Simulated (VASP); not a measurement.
Set up this calculation in VASP 6.6.1, as the native input.

```
Task                   : relaxation of cell and atoms
Functional             : PBEsol
Potentials or basis    : VASP PAW PBE potentials, release 64 (La)
Cutoff                 : 600 eV
k mesh                 : 12 × 12 × 6
Occupations            : methfessel-paxton, width 0.1 eV
Spin                   : no spin polarisation
Further INCAR settings : ALGO = Normal; EDIFF = 1e-06; IBRION = 2; EDIFFG = -0.01; NSW = 90; ISIF = 3
```

The structure of La lies in POSCAR:

```
La
1.0
    3.7500000000      0.0000000000      0.0000000000
   -1.8750000000      3.2475952600      0.0000000000
    0.0000000000      0.0000000000      6.0700000000
La
2
Direct
    0.3333333300      0.6666666700      0.2500000000
    0.6666666700      0.3333333300      0.7500000000
```

This isn't the form of La at room conditions, which is double hcp.

These files were run (other wordings do the same):

INCAR

```
  PREC = Accurate
  ENCUT = 600
  EDIFF = 1E-6
  ISMEAR = 1
  SIGMA = 0.1
  LREAL = False
  LASPH = True
  NELM = 80
  ALGO = Normal
  ISIF = 3
  LWAVE = False
  LCHARG = False
  GGA = PS
  IBRION = 2
  NSW = 90
  EDIFFG = -0.01
```

KPOINTS

```
Automatic mesh
0
Gamma
  12 12 6
```

Potentials or basis: VASP PAW PBE potentials, release 64 (La).

The run is started by

```sh
$ cat potpaw_PBE.64/La/POTCAR > POTCAR
$ mpirun -np 1 vasp_std > vasp.out
```

It gave:

```json
{
  "Relaxed volume": "34.59 Å³/atom",
  "Relaxed cell": "a = 3.670 Å, b = 3.670 Å, c = 5.930 Å, α = 90.00°, β = 90.00°, γ = 120.00°",
  "Space group after relaxing (to 0.05 Å)": "P6_3/mmc (No. 194)",
  "Energy gained by relaxing": "13.0 meV/atom",
  "Ionic steps": "3",
  "Pressure after relaxing": "0.0 GPa",
  "Band gap on the k mesh": "none (metal or under the smearing width)"
}
```

Caveat: the PAW data sets were made with another functional, which shifts forces and pressure a little.

Run time: 2.1 min on 1 thread of Intel(R) Xeon(R) 6975P-C (Granite Rapids), on a shared host, peak memory 0.28 GiB.
